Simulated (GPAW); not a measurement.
The system is SnSe2.

```
Sn Se
1.0
     3.81100    0.00000    0.00000
    -1.90550    3.30042    0.00000
     0.00000    0.00000    6.13600
Sn Se
1 2
Direct
  0.00000 0.00000 0.00000
  0.66667 0.33333 0.75100
  0.33333 0.66667 0.24900
```

| Quantity | Value |
| --- | --- |
| Program | GPAW 26.7.0 |
| Task | relaxation of cell and atoms |
| Functional | rSCAN |
| Dispersion | D3(BJ) |
| Potentials or basis | GPAW PAW data sets (gpaw-data 1.2.1) |
| Cutoff | 600 eV |
| Basis | pw |
| k mesh | 6 × 6 × 3 |
| Occupations | fermi-dirac, width 0.05 eV |
| Spin | no spin polarisation |

At the start: pressure 2.0 GPa; volume 25.73 Å³/atom.

How do energy, volume and symmetry change on relaxing?

Over 6 steps the energy falls by 6.8 meV/atom and the volume is 26.10 Å³/atom (+1.5 %); space group P-3m1 (No. 164, to 0.05 Å).

Step by step:
```tsv
step	energy change (eV)	largest force (eV/Å)	pressure (GPa)	volume (Å³)
1	0.0000	0.4639	2.01	77.18
2	-0.0096	0.3375	1.40	77.54
3	-0.0202	0.0240	-0.08	78.43
4	-0.0202	0.0121	-0.12	78.44
5	-0.0203	0.0048	-0.13	78.40
6	-0.0204	0.0110	-0.09	78.31
```

Final structure:
```
CELL_PARAMETERS angstrom
3.82163 0.00000 0.00000
-1.91082 3.30963 0.00000
0.00000 0.00000 6.19140
ATOMIC_POSITIONS crystal
Sn 0.00000 0.00000 0.00000
Se 0.66667 0.33333 0.74658
Se 0.33333 0.66667 0.25342
```

Caveat: later steps reuse the first step's grids; the PAW data sets were made with another functional, which shifts forces and pressure a little.
